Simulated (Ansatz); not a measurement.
Space group Im-3m (No. 229). a = 3.914 Å, b = 3.914 Å, c = 3.914 Å, α = 90.00°, β = 90.00°, γ = 90.00°
| atom | site | symmetry | x | y | z |
| --- | --- | --- | --- | --- | --- |
| Bi | 2a | m-3m | 0.0000 | 0.0000 | 0.0000 |

Equation of state of this Bi structure (not necessarily the ground state), with shape and atoms relaxed at each volume where symmetry leaves them free. It has no gap at any of these volumes. The calculation used DFT PBEsol, scalar-relativistic, plane waves, PAW in Ansatz 0.2.0.

Plane waves to 420 eV, a k mesh through Γ of 16×16×16 on the computed 1-atom cell and Gaussian smearing (0.10 eV); no spin polarisation.

| V (Å³/atom) | E − E(largest V) (meV/atom) | P (GPa) |
| --- | --- | --- |
| 28.174 | 3.21 | 4.24 |
| 29.073 | -13.70 | 1.90 |
| 29.972 | -18.53 | -0.04 |
| 30.871 | -13.31 | -1.64 |
| 31.770 | 0.00 | -2.98 |

Task: Fit a third-order Birch–Murnaghan equation to E(V).

Result: V0 = 29.92 Å³/atom, B0 = 59 GPa, B0' = 5.6.

Spin-orbit coupling is left out, which matters for the bands of heavy elements.

This bcc form isn't the element's structure at ambient conditions.